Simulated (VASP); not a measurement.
# CdS (Greenockite) (P6_3mc) in VASP: a series of runs

Runs on CdS (Greenockite). Level: LDA. Tasks: single point.

All numbers are computed with VASP 6.6.1; they aren't measurements. Logs are shortened: lines on timing, memory, paths and dates and some standing lists are left out, and cuts for length are marked.

### 1 The undisturbed crystal

The structure is hexagonal, space group P6_3mc (No. 186). Conventional cell: a = 4.150 Å, b = 4.150 Å, c = 6.737 Å, α = 90.00°, β = 90.00°, γ = 120.00°. Around Cd (site symmetry 3m) lie 4 S at 2.53 to 2.54 Å. Around S (site symmetry 3m) lie 4 Cd at 2.53 to 2.54 Å.

### 2 Single point, LDA (grid = ENCUT=400 dk=0.45 cell=2x2x1 ISMEAR=0 SIGMA=0.05 LREAL=Auto EDIFF=1e-06)

The input, INCAR:

```
ALGO = Fast ; EDIFF = 1E-6
ENCUT = 400 ; ISIF = 2
ISMEAR = 0 ; LASPH = T
LCHARG = F ; LREAL = Auto
LWAVE = F ; NBANDS = 80
NELM = 120 ; PREC = Accurate
SIGMA = 0.05
```

The input, KPOINTS:

```
k-points
0
Gamma
  2 2 3
```

The input, POSCAR:

```
CdS
1.0
    8.3000000000      0.0000000000      0.0000000000
   -4.1500000000      7.1880108514      0.0000000000
    0.0000000000      0.0000000000      6.7370000000
S Cd
8 8
Direct
    0.3333333334      0.1666666666      0.5000000000
    0.3333333334      0.6666666666      0.8750000000
    0.8333333333      0.1666666666      0.8750000000
    0.8333333333      0.6666666666      0.8750000000
    0.1666666666      0.3333333334      0.3750000000
    0.1666666666      0.8333333333      0.3750000000
    0.6666666666      0.3333333334      0.3750000000
    0.6666666666      0.8333333333      0.3750000000
    0.3333333334      0.6666666666      0.5000000000
    0.8333333333      0.1666666666      0.5000000000
    0.8333333333      0.6666666666      0.5000000000
    0.1666666666      0.3333333334      0.0000000000
    0.1666666666      0.8333333333      0.0000000000
    0.6666666666      0.3333333334      0.0000000000
    0.6666666666      0.8333333333      0.0000000000
    0.3333333334      0.1666666666      0.8750000000
```

Potentials or basis: VASP PAW LDA potentials, release 64 (S, Cd).

On the command line:

```console
$ cat potpaw_LDA.64/S/POTCAR potpaw_LDA.64/Cd/POTCAR > POTCAR
$ mpirun -np 1 vasp_std > vasp.out
```

OUTCAR:

```text
EDIFF = 1E-6
   ENCUT = 400
   ISIF = 2
   ISMEAR = 0
   LASPH = T
   LREAL = Auto
   NELM = 120
   PREC = Accurate

 Found      4 irreducible k-points:

 Following reciprocal coordinates:
            Coordinates               Weight
  0.000000  0.000000  0.000000      1.000000
  0.500000  0.000000  0.000000      3.000000
  0.000000  0.000000  0.333333      2.000000
  0.500000  0.000000  0.333333      6.000000
   k-points           NKPTS =      4   k-points in BZ     NKDIM =      4   number of bands    NBANDS=     80
   number of dos      NEDOS =    301   number of ions     NIONS =     16
   total plane-waves  NPLWV = 139968
   dimension x,y,z NGX =    54 NGY =   54 NGZ =   48
   dimension x,y,z NGXF=   108 NGYF=  108 NGZF=   96
   ions per type =               8   8
   NGX,Y,Z   is equivalent  to a cutoff of  10.82, 10.82, 11.84 a.u.
   NGXF,Y,Z  is equivalent  to a cutoff of  21.63, 21.63, 23.69 a.u.
 SYSTEM =  unknown system
   PREC   = accura    normal or accurate (medium, high low for compatibility)
   ISTART =      0    job   : 0-new  1-cont  2-samecut
   ICHARG =      2    charge: 1-file 2-atom 10-const
   ISPIN  =      1    spin polarized calculation?
   LNONCOLLINEAR =      F non collinear calculations
   LSORBIT =      F    spin-orbit coupling
   LASPH  =      T    aspherical Exc in radial PAW
   ENCUT  =  400.0 eV  29.40 Ry    5.42 a.u.  13.54 13.54 10.99*2*pi/ulx,y,z
   NELM   =    120;   NELMIN=  2; NELMDL= -5     # of ELM steps
   EDIFF  = 0.1E-05   stopping-criterion for ELM
   LREAL  =      T    real-space projection
   EDIFFG = 0.1E-04   stopping-criterion for IOM
   NSW    =      0    number of steps for IOM
   IBRION =     -1    ionic relax: 0-MD 1-quasi-New 2-CG
   NFREE  =      0    steps in history (QN), initial steepest desc. (CG)
   ISIF   =      2    stress and relaxation
   ISYM   =      2    0-nonsym 1-usesym 2-fastsym
   POTIM  = 0.5000    time-step for ionic-motion
   TEBEG  =    0.0;   TEEND  =   0.0 temperature during run
   PSTRESS=    0.0 pullay stress
   NELECT =     144.0000    total number of electrons
   NUPDOWN=      -1.0000    fix difference up-down
   EMIN   =  10.00;   EMAX   =-10.00  energy-range for DOS
   EFERMI =   0.00;   METHOD = LEGACY
   ISMEAR =     0;   SIGMA  =   0.05  broadening in eV -4-tet -1-fermi 0-gaus
   EFERMI_NEDOS =   21; number of points for ismear=-14 and -15
   IALGO  =     68    algorithm
   IMIX   =      4    mixing-type and parameters
     AMIX     =   0.40;   BMIX     =  1.00
     AMIX_MAG =   1.60;   BMIX_MAG =  1.00
  volume/ion in A,a.u.               =      25.12       169.52
  Fermi-wavevector in a.u.,A,eV,Ry     =   1.162727  2.197236 18.394190  1.351935
  Thomas-Fermi vector in A             =   2.299285
   LORBIT       =      0    0 simple, 1 ext, 2 COOP (PROOUT), +10 PAW based schemes
   GGA     = CA    functional components
   LHFCALC =     F    Hartree Fock is set to
   AEXX    =    0.0000 exact exchange contribution
   IVDW    =     0    specifies the selected vdW correction
   LEPSILON=     F    determine dielectric tensor
   LRPA    =     F    only Hartree local field effects (RPA)
 non-spin polarized calculation
 RMM-DIIS sequential band-by-band and
 Gauss-broadening in eV      SIGMA  =   0.05
  energy-cutoff  :      400.00
  volume of cell :      401.93
 maximum number of plane-waves:      7354
   NGX = 27   NGY = 27   NGZ = 21

 number of electron     144.0000133 magnetization

 Free energy of the ion-electron system (eV)
  ---------------------------------------------------
  ext. energy  EPLUGINS =         0.00000000
  ---------------------------------------------------
  free energy    TOTEN  =       -53.09326542 eV

  energy without entropy =      -53.08533452  energy(sigma->0) =      -53.08929997

 E-fermi :   2.1999     XC(G=0):  -9.5526

 val. band max:        2.1766446337   @ k =   0.0000   0.0000   0.3333
 cond. band min:       2.2803800472   @ k =   0.0000   0.0000   0.0000
 fundamental gap:      0.1037354135
 Fermi energy:         2.1998619943

 k-point     1 :       0.0000    0.0000    0.0000
  band No.  band energies     occupation
      1     -12.0206      2.00000
      2     -11.0981      2.00000
      3     -10.9052      2.00000
      4     -10.9052      2.00000
      5     -10.7676      2.00000
      6     -10.7676      2.00000
[... 72 lines left out ...]
     79       4.8826      0.00000
     80       5.2135      0.00000

 k-point     2 :       0.5000    0.0000    0.0000
  band No.  band energies     occupation
      1     -11.9681      2.00000
      2     -11.1252      2.00000
      3     -10.9651      2.00000
      4     -10.9095      2.00000
      5     -10.8064      2.00000
      6     -10.7671      2.00000
[... 72 lines left out ...]
     79       5.5521      0.00000
     80       5.5683      0.00000

 k-point     3 :       0.0000    0.0000    0.3333
  band No.  band energies     occupation
      1     -11.9973      2.00000
      2     -11.0630      2.00000
      3     -10.8636      2.00000
      4     -10.8636      2.00000
      5     -10.7920      2.00000
      6     -10.7920      2.00000
[... 72 lines left out ...]
     79       4.4132      0.00000
     80       5.2520      0.00000

 k-point     4 :       0.5000    0.0000    0.3333
  band No.  band energies     occupation
      1     -11.9516      2.00000
      2     -11.0403      2.00000
      3     -10.9264      2.00000
      4     -10.8748      2.00000
      5     -10.8665      2.00000
      6     -10.7929      2.00000
[... 72 lines left out ...]
     79       5.2119      0.00000
     80       5.4688      0.00000

------------------------ aborting loop because EDIFF is reached ----------------------------------------

  FORCE on cell =-STRESS in cart. coord.  units (eV):
  Direction    XX          YY          ZZ          XY          YZ          ZX
  --------------------------------------------------------------------------------------
  -------------------------------------------------------------------------------------
  Total       -3.2341841     -3.2341841     -3.2889802     -0.0000000     -0.0000000      0.0000000
  in kB      -12.8920493    -12.8920493    -13.1104764     -0.0000000     -0.0000000      0.0000000
  external PRESSURE =     -12.9648584 kB  Pullay stress =       0.0000000 kB

 VOLUME and BASIS-vectors are now :
 -----------------------------------------------------------------------------
  energy-cutoff  :      400.00
  volume of cell :      401.93
      direct lattice vectors                 reciprocal lattice vectors
     8.300000000  0.000000000  0.000000000     0.120481928  0.069560273  0.000000000
    -4.150000000  7.188010851  0.000000000     0.000000000  0.139120547  0.000000000
     0.000000000  0.000000000  6.737000000     0.000000000  0.000000000  0.148434021

 POSITION                                       TOTAL-FORCE (eV/Angst)
 -----------------------------------------------------------------------------------
      2.07500      1.19800      3.36850         0.000000      0.000000     -0.928546
      0.00000      4.79201      5.89487         0.017654      0.010192      0.068399
      6.22500      1.19800      5.89487         0.000000     -0.020385      0.068399
      4.15000      4.79201      5.89487        -0.017654      0.010192      0.068399
     -0.00000      2.39600      2.52637        -0.247501      0.142895      0.386865
     -2.07500      5.99001      2.52637         0.000000     -0.285789      0.386865
[... 8 lines left out ...]
      2.07500      5.99001      0.00000         0.000000      0.000000     -0.023247
      2.07500      1.19800      5.89487         0.000000      0.000000     -1.572675
 -----------------------------------------------------------------------------------
    total drift:                                0.000002      0.000001     -0.003233

  FREE ENERGIE OF THE ION-ELECTRON SYSTEM (eV)
  ---------------------------------------------------
  free  energy   TOTEN  =       -53.0932654226 eV

  energy  without entropy=      -53.0853345170  energy(sigma->0) =      -53.08929997
```

Run time: 99 s. Hardware: 1 thread of Intel Xeon Platinum 8375C at 2.90GHz (Ice Lake), shared host; peak memory 0.29 GiB.

The run converged, but some of its settings lie outside the range that counts as converged, so its numbers aren't taken as properties of the crystal.

Results:

```
Free energy            : -53.0933 eV
Pressure               : -1.3 GPa
Largest force          : 1.573 eV/Å
Band gap on the k mesh : none (metal or under the smearing width)
```

Caveat: the k mesh is coarse (spacing up to 0.44 Å⁻¹), so the values aren't converged.

### 3 Single point, LDA (grid = ENCUT=400 dk=0.45 cell=2x2x1 ISMEAR=0 SIGMA=0.05 LREAL=False EDIFF=1e-06)

INCAR: that of step 2 with these lines changed.

```diff
@@ -3,3 +3,3 @@
 ISMEAR = 0 ; LASPH = T
-LCHARG = F ; LREAL = Auto
+LCHARG = F ; LREAL = F
 LWAVE = F ; NBANDS = 80
```

KPOINTS is that of step 2.

POSCAR is that of step 2.

Potentials or basis: VASP PAW LDA potentials, release 64 (S, Cd).

On the command line:

```console
$ cat potpaw_LDA.64/S/POTCAR potpaw_LDA.64/Cd/POTCAR > POTCAR
$ mpirun -np 1 vasp_std > vasp.out
```

Run time: 98 s. Hardware: 1 thread of Intel Xeon Platinum 8375C at 2.90GHz (Ice Lake), shared host; peak memory 0.3 GiB.

The run converged, but some of its settings lie outside the range that counts as converged, so its numbers aren't taken as properties of the crystal.

What came out:

- Free energy: -53.0837 eV
- Pressure: -1.3 GPa
- Largest force: 1.573 eV/Å
- Band gap on the k mesh: none (metal or under the smearing width)

Caveat: the k mesh is coarse (spacing up to 0.44 Å⁻¹), so the values aren't converged.

### 4 Single point, LDA (grid = ENCUT=400 dk=0.45 cell=2x2x1 ISMEAR=0 SIGMA=0.2 LREAL=Auto EDIFF=1e-06)

The input, INCAR:

```
ALGO = Fast ; EDIFF = 1E-6
ENCUT = 400 ; ISIF = 2
ISMEAR = 0 ; LASPH = T
LCHARG = F ; LREAL = Auto
LWAVE = F ; NBANDS = 80
NELM = 120 ; PREC = Accurate
SIGMA = 0.2
```

KPOINTS is that of step 3.

POSCAR is that of step 3.

Potentials or basis: VASP PAW LDA potentials, release 64 (S, Cd).

On the command line:

```console
$ cat potpaw_LDA.64/S/POTCAR potpaw_LDA.64/Cd/POTCAR > POTCAR
$ mpirun -np 1 vasp_std > vasp.out
```

OUTCAR:

```text
EDIFF = 1E-6
   ENCUT = 400
   ISIF = 2
   ISMEAR = 0
   LASPH = T
   LREAL = Auto
   NELM = 120
   PREC = Accurate

 Found      4 irreducible k-points:

 Following reciprocal coordinates:
            Coordinates               Weight
  0.000000  0.000000  0.000000      1.000000
  0.500000  0.000000  0.000000      3.000000
  0.000000  0.000000  0.333333      2.000000
  0.500000  0.000000  0.333333      6.000000
   k-points           NKPTS =      4   k-points in BZ     NKDIM =      4   number of bands    NBANDS=     80
   number of dos      NEDOS =    301   number of ions     NIONS =     16
   total plane-waves  NPLWV = 139968
   dimension x,y,z NGX =    54 NGY =   54 NGZ =   48
   dimension x,y,z NGXF=   108 NGYF=  108 NGZF=   96
   ions per type =               8   8
   NGX,Y,Z   is equivalent  to a cutoff of  10.82, 10.82, 11.84 a.u.
   NGXF,Y,Z  is equivalent  to a cutoff of  21.63, 21.63, 23.69 a.u.
 SYSTEM =  unknown system
   PREC   = accura    normal or accurate (medium, high low for compatibility)
   ISTART =      0    job   : 0-new  1-cont  2-samecut
   ICHARG =      2    charge: 1-file 2-atom 10-const
   ISPIN  =      1    spin polarized calculation?
   LNONCOLLINEAR =      F non collinear calculations
   LSORBIT =      F    spin-orbit coupling
   LASPH  =      T    aspherical Exc in radial PAW
   ENCUT  =  400.0 eV  29.40 Ry    5.42 a.u.  13.54 13.54 10.99*2*pi/ulx,y,z
   NELM   =    120;   NELMIN=  2; NELMDL= -5     # of ELM steps
   EDIFF  = 0.1E-05   stopping-criterion for ELM
   LREAL  =      T    real-space projection
   EDIFFG = 0.1E-04   stopping-criterion for IOM
   NSW    =      0    number of steps for IOM
   IBRION =     -1    ionic relax: 0-MD 1-quasi-New 2-CG
   NFREE  =      0    steps in history (QN), initial steepest desc. (CG)
   ISIF   =      2    stress and relaxation
   ISYM   =      2    0-nonsym 1-usesym 2-fastsym
   POTIM  = 0.5000    time-step for ionic-motion
   TEBEG  =    0.0;   TEEND  =   0.0 temperature during run
   PSTRESS=    0.0 pullay stress
   NELECT =     144.0000    total number of electrons
   NUPDOWN=      -1.0000    fix difference up-down
   EMIN   =  10.00;   EMAX   =-10.00  energy-range for DOS
   EFERMI =   0.00;   METHOD = LEGACY
   ISMEAR =     0;   SIGMA  =   0.20  broadening in eV -4-tet -1-fermi 0-gaus
   EFERMI_NEDOS =   21; number of points for ismear=-14 and -15
   IALGO  =     68    algorithm
   IMIX   =      4    mixing-type and parameters
     AMIX     =   0.40;   BMIX     =  1.00
     AMIX_MAG =   1.60;   BMIX_MAG =  1.00
  volume/ion in A,a.u.               =      25.12       169.52
  Fermi-wavevector in a.u.,A,eV,Ry     =   1.162727  2.197236 18.394190  1.351935
  Thomas-Fermi vector in A             =   2.299285
   LORBIT       =      0    0 simple, 1 ext, 2 COOP (PROOUT), +10 PAW based schemes
   GGA     = CA    functional components
   LHFCALC =     F    Hartree Fock is set to
   AEXX    =    0.0000 exact exchange contribution
   IVDW    =     0    specifies the selected vdW correction
   LEPSILON=     F    determine dielectric tensor
   LRPA    =     F    only Hartree local field effects (RPA)
 non-spin polarized calculation
 RMM-DIIS sequential band-by-band and
 Gauss-broadening in eV      SIGMA  =   0.20
  energy-cutoff  :      400.00
  volume of cell :      401.93
 maximum number of plane-waves:      7354
   NGX = 27   NGY = 27   NGZ = 21

 number of electron     144.0000133 magnetization

 Free energy of the ion-electron system (eV)
  ---------------------------------------------------
  ext. energy  EPLUGINS =         0.00000000
  ---------------------------------------------------
  free energy    TOTEN  =       -53.13900543 eV

  energy without entropy =      -53.03956950  energy(sigma->0) =      -53.08928746

 E-fermi :   2.1736     XC(G=0):  -9.5523

 val. band max:        2.1732184658   @ k =   0.0000   0.0000   0.3333
 cond. band min:       2.2772629442   @ k =   0.0000   0.0000   0.0000
 fundamental gap:      0.1040444783
 Fermi energy:         2.1735731500

 k-point     1 :       0.0000    0.0000    0.0000
  band No.  band energies     occupation
      1     -12.0243      2.00000
      2     -11.0942      2.00000
      3     -10.9040      2.00000
      4     -10.9040      2.00000
      5     -10.7673      2.00000
      6     -10.7673      2.00000
[... 72 lines left out ...]
     79       4.8817      0.00000
     80       5.2159      0.00000

 k-point     2 :       0.5000    0.0000    0.0000
  band No.  band energies     occupation
      1     -11.9720      2.00000
      2     -11.1236      2.00000
      3     -10.9617      2.00000
      4     -10.9084      2.00000
      5     -10.8059      2.00000
      6     -10.7668      2.00000
[... 72 lines left out ...]
     79       5.5517      0.00000
     80       5.5691      0.00000

 k-point     3 :       0.0000    0.0000    0.3333
  band No.  band energies     occupation
      1     -12.0011      2.00000
      2     -11.0586      2.00000
      3     -10.8619      2.00000
      4     -10.8619      2.00000
      5     -10.7922      2.00000
      6     -10.7922      2.00000
[... 72 lines left out ...]
     79       4.4144      0.00000
     80       5.2522      0.00000

 k-point     4 :       0.5000    0.0000    0.3333
  band No.  band energies     occupation
      1     -11.9555      2.00000
      2     -11.0383      2.00000
      3     -10.9226      2.00000
      4     -10.8742      2.00000
      5     -10.8650      2.00000
      6     -10.7930      2.00000
[... 72 lines left out ...]
     79       5.2124      0.00000
     80       5.4692      0.00000

------------------------ aborting loop because EDIFF is reached ----------------------------------------

  FORCE on cell =-STRESS in cart. coord.  units (eV):
  Direction    XX          YY          ZZ          XY          YZ          ZX
  --------------------------------------------------------------------------------------
  -------------------------------------------------------------------------------------
  Total       -3.1236717     -3.1236717     -3.1275580      0.0000000      0.0000000      0.0000000
  in kB      -12.4515266    -12.4515266    -12.4670181      0.0000000      0.0000000      0.0000000
  external PRESSURE =     -12.4566904 kB  Pullay stress =       0.0000000 kB

 VOLUME and BASIS-vectors are now :
 -----------------------------------------------------------------------------
  energy-cutoff  :      400.00
  volume of cell :      401.93
      direct lattice vectors                 reciprocal lattice vectors
     8.300000000  0.000000000  0.000000000     0.120481928  0.069560273  0.000000000
    -4.150000000  7.188010851  0.000000000     0.000000000  0.139120547  0.000000000
     0.000000000  0.000000000  6.737000000     0.000000000  0.000000000  0.148434021

 POSITION                                       TOTAL-FORCE (eV/Angst)
 -----------------------------------------------------------------------------------
      2.07500      1.19800      3.36850        -0.000000      0.000000     -0.949122
      0.00000      4.79201      5.89487         0.018478      0.010668      0.067879
      6.22500      1.19800      5.89487        -0.000000     -0.021337      0.067879
      4.15000      4.79201      5.89487        -0.018478      0.010668      0.067879
     -0.00000      2.39600      2.52637        -0.246059      0.142062      0.389107
     -2.07500      5.99001      2.52637        -0.000000     -0.284125      0.389107
[... 8 lines left out ...]
      2.07500      5.99001      0.00000        -0.000000      0.000000     -0.026429
      2.07500      1.19800      5.89487        -0.000000      0.000000     -1.544887
 -----------------------------------------------------------------------------------
    total drift:                                0.000002      0.000001     -0.002985

  FREE ENERGIE OF THE ION-ELECTRON SYSTEM (eV)
  ---------------------------------------------------
  free  energy   TOTEN  =       -53.1390054327 eV

  energy  without entropy=      -53.0395694951  energy(sigma->0) =      -53.08928746
```

Wall time 1.8 min (1 thread of Intel Xeon Platinum 8375C at 2.90GHz (Ice Lake), shared host); peak memory 0.3 GiB.

The run converged, but some of its settings lie outside the range that counts as converged, so its numbers aren't taken as properties of the crystal.

Results:

```yaml
Free_energy: -53.1390 eV
Pressure: -1.2 GPa
Largest_force: 1.545 eV/Å
Band_gap_on_the_k_mesh: none (metal or under the smearing width)
```

Caveat: the k mesh is coarse (spacing up to 0.44 Å⁻¹), so the values aren't converged.

### 5 Single point, LDA (grid = ENCUT=400 dk=0.45 cell=2x2x1 ISMEAR=0 SIGMA=0.02 LREAL=Auto EDIFF=1e-06)

INCAR: that of step 4 with these lines changed.

```diff
@@ -6,2 +6,2 @@
 NELM = 120 ; PREC = Accurate
-SIGMA = 0.2
+SIGMA = 0.02
```

KPOINTS is that of step 4.

POSCAR is that of step 4.

On the command line:

```console
$ cat potpaw_LDA.64/S/POTCAR potpaw_LDA.64/Cd/POTCAR > POTCAR
$ mpirun -np 1 vasp_std > vasp.out
```

Run time: 1.9 min. Hardware: 1 thread of Intel Xeon Platinum 8375C at 2.90GHz (Ice Lake), shared host; peak memory 0.29 GiB.

These settings aren't checked as converged: the numbers below hold their error.

Results:

- Free energy: -53.0887 eV
- Pressure: -1.3 GPa
- Largest force: 1.573 eV/Å
- Band gap on the k mesh: none (metal or under the smearing width)

Caveat: the k mesh is coarse (spacing up to 0.44 Å⁻¹), so the values aren't converged.

### 6 For comparison

An earlier run on the cell as given: functional PBEsol; potentials or basis VASP PAW PBE potentials, release 64 (Cd, S); cutoff 520 eV; k mesh 7 × 7 × 4; occupations fermi-dirac, width 0.05 eV; no spin polarisation.

- Pressure: -0.6 GPa
- Largest force: 0.067 eV/Å
- Band gap on the k mesh: 1.06 eV, direct
